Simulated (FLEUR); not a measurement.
Runs of FLEUR MaX-R8.1 (later development tree) on GaAs. The structure is cubic, space group F-43m (No. 216). The conventional cell has a = 5.654 Å, b = 5.654 Å, c = 5.654 Å, α = 90.00°, β = 90.00°, γ = 90.00°. As (site symmetry -43m) is surrounded by 4 Ga at 2.45 Å. Ga (site symmetry -43m) is surrounded by 4 As at 2.45 Å. 

| task | level | cell | gmax | muffin-tin radii | lmax | max iterations | mixing factor | kmax | gap on the mesh (eV) | V0 of scaled cells (Å³/atom) | B0 (GPa) |
| --- | --- | --- | --- | --- | --- | --- | --- | --- | --- | --- | --- |
| single point | PBE | as given | 14.6 1/bohr | As 2.08, Ga 2.08 bohr | As 9, Ga 9 | 60 | 0.05 | 4.71 1/bohr | (b) | - | - |
| band structure | SCAN | as given | 14.2 1/bohr | As 2.14, Ga 2.14 bohr | As 9, Ga 9 | 60 | 0.05 | 4.58 1/bohr | 0.78 | - | - |
| single point | PBE | atoms moved at random, drawn with an rms of 0.05 Å | 14.6 1/bohr | As 2.08, Ga 2.08 bohr | As 8, Ga 8 | 60 | 0.05 | 4.71 1/bohr | 0.20 | - | - |
| equation of state | SCAN | as given | 14.6 1/bohr | As 2.08, Ga 2.08 bohr | As 9, Ga 9 | - | - | 4.71 1/bohr | - | 22.62 | (a) |
| equation of state | PBE | as given | 14.6 1/bohr | As 2.08, Ga 2.08 bohr | As 9, Ga 9 | - | - | 4.71 1/bohr | - | 23.70 | 61 |

Alike in all rows: potentials or basis all-electron, FLAPW; no spin polarisation; k mesh 8 × 8 × 8; smearing fermi-dirac 0.05 eV.

**Question.** Estimate the missing entries.

**Answer.** (a) 72; (b) 0.52.

Caveats: the meta-GGA is that of a development version, with a GGA for the radial functions and cores and without core tails (some runs).

A k mesh can miss the band edges, and the runs leave out spin-orbit coupling on As, Ga.
